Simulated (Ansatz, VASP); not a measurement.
## Two plane-wave programs on AlN

```
Al N
1.0
     0.00000    2.07177    2.48613
     2.07177    0.00000    2.48613
     2.07177    2.07177    0.00000
Al N
1 1
Direct
  0.00000 0.00000 0.00000
  0.75000 0.75000 0.75000
```

Alike in both runs: task single point; functional PBE; k mesh 10 × 10 × 10; occupations gaussian, width 0.05 eV; no spin polarisation.

|  | VASP | Ansatz |
| --- | --- | --- |
| version | VASP 6.6.1 | Ansatz 0.2.0 |
| potentials or method | VASP PAW PBE potentials, release 64 (Al, N) | scalar-relativistic, plane waves, PAW |
| plane-wave cutoff (eV) | 520 | 420 |
| valence electrons in the cell | 8 | 8 |

```csv
,VASP,Ansatz,Ansatz less VASP
gap on the k mesh at the Fermi level (eV),2.64,2.64,+0.009
least direct gap on the mesh (eV),3.29,3.29,-0.006
pressure (GPa),-2.2,-1.9,+0.27
largest component of the traceless stress (GPa),26.85,26.73,-0.123
```

The functional is the same, so the differences come from potentials, cutoffs and numerics.

A k mesh can miss the band edges. As with any semilocal functional, this PBE gap is likely too small.
